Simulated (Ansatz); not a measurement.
Results of r²SCAN-D4 (plane waves, PAW; Ansatz, a first-principles code) for chalcopyrite CuInS2.

Settings: plane-wave cutoff 560 eV, 10×10×10 k mesh, Fermi–Dirac smearing 0.01 eV, no spin polarisation, scalar-relativistic PAW data made under PBE.

Shape and atoms are relaxed at each volume.

Pressure at four volumes; x = ln(V/20.966 Å³). One pressure is withheld.

```csv
V (Å³/atom),x,P (GPa)
20.128,-0.0408,3.42
20.966,0.0000,0.00
21.386,0.0198,-1.44
21.805,0.0392,?
```

Question: Pass a parabola P(x) through the three rows shown, estimate the bulk modulus and its pressure derivative near zero pressure, and predict the withheld pressure.

Answer: Slopes between the rows: (0.00 − (3.42))/(0.0000 − (-0.0408)) = -83.82 and (-1.44 − (0.00))/(0.0198 − (0.0000)) = -72.73 GPa. Their difference over the span 0.0606 is c = 11.09/0.0606 = 183.0 GPa, so P(x) = 3.42 + (-83.82)(x − (-0.0408)) + 183.0 (x − (-0.0408))(x − (0.0000)). At the middle row B = −dP/dx = −[-83.82 + 183.0 × 0.0408] = 76.4 GPa, and B′ = dB/dP = 2c/B = 4.8. At x = 0.0392 the parabola gives -2.71 GPa; the run gives -2.72 GPa. The Birch–Murnaghan fit to the energies at all volumes has B0 = 76.2 GPa and B′ = 4.8.

Spin–orbit coupling is not included.
